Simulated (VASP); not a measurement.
**PbS: single point with LDA**

Crystal: PbS.

```
Pb S
1.0
     4.08970    0.00000    0.00000
    -2.04485    3.54178    0.00000
     0.00000    0.00000    3.78817
Pb S
1 1
Direct
  0.00000 0.00000 0.00000
  0.66667 0.33333 0.50000
```

Measurements of this composition are mostly on another form, of space group No. 225.

- Program: VASP 6.6.1
- Task: single point
- Functional: LDA
- Potentials or basis: VASP PAW LDA potentials, release 64 (Pb_d, S)
- Cutoff: 520 eV
- k mesh: 8 × 8 × 7
- Occupations: gaussian, width 0.02 eV
- Spin: no spin polarisation

```json
{
 "Pressure": "-4.2 GPa",
 "Band gap on the k mesh": "0.07 eV, indirect (least direct gap 1.56 eV)"
}
```

Stress tensor (GPa, compression positive):
```
-3.99  0.00  0.00
 0.00 -3.99  0.00
 0.00  0.00 -4.68
```

Levels at points of the mesh, in eV from the valence-band top:
```tsv
k point	band 8	band 9	band 10	band 11	band 12	band 13
(0.00, 0.00, 0.00)	-2.08	-1.58	-1.58	3.43	3.43	5.26
(0.50, 0.00, 0.00)	-2.61	-1.77	-1.07	1.93	3.90	5.24
```

It took 16 s on 1 thread of AMD EPYC 9R45 96-Core Processor (Zen 5), with other jobs on the host, peak memory 0.13 GiB.

Caveat: spin-orbit coupling is left out, which as a rule narrows the gap of such compounds by several tenths of an eV; an odd mesh through Γ misses points on the zone boundary, where band edges often lie.
